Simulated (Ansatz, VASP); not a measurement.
# Two plane-wave programs on TiC

```xyz
2
Lattice="3.0511 0.0000 0.0000 -1.5256 2.6424 0.0000 0.0000 0.0000 2.6842" Properties=species:S:1:pos:R:3 pbc="T T T"
Ti    0.0000    0.0000    0.0000
C     1.5256    0.8808    1.3421
```

Alike in both runs: functional PBE; k mesh 6 × 6 × 6; occupations gaussian, width 0.1 eV; no spin polarisation.

Ansatz relaxed the structure, and its values are those at the end. VASP's run is a single point on that final structure, the one shown.

|  | VASP | Ansatz |
| --- | --- | --- |
| version | VASP 6.6.1 | Ansatz 0.2.0 |
| potentials or method | VASP PAW PBE potentials, release 64 (Ti_sv, C) | scalar-relativistic, plane waves, PAW |
| plane-wave cutoff (eV) | 520 | 420 |
| valence electrons in the cell | 16 | 16 |

|  | VASP | Ansatz | Ansatz less VASP |
| --- | --- | --- | --- |
| gap on the k mesh at the Fermi level (eV) | 0.27 | 0.27 | +0.001 |
| least direct gap on the mesh (eV) | 0.39 | 0.39 | -0.001 |
| pressure (GPa) | 0.2 | 0.0 | -0.13 |
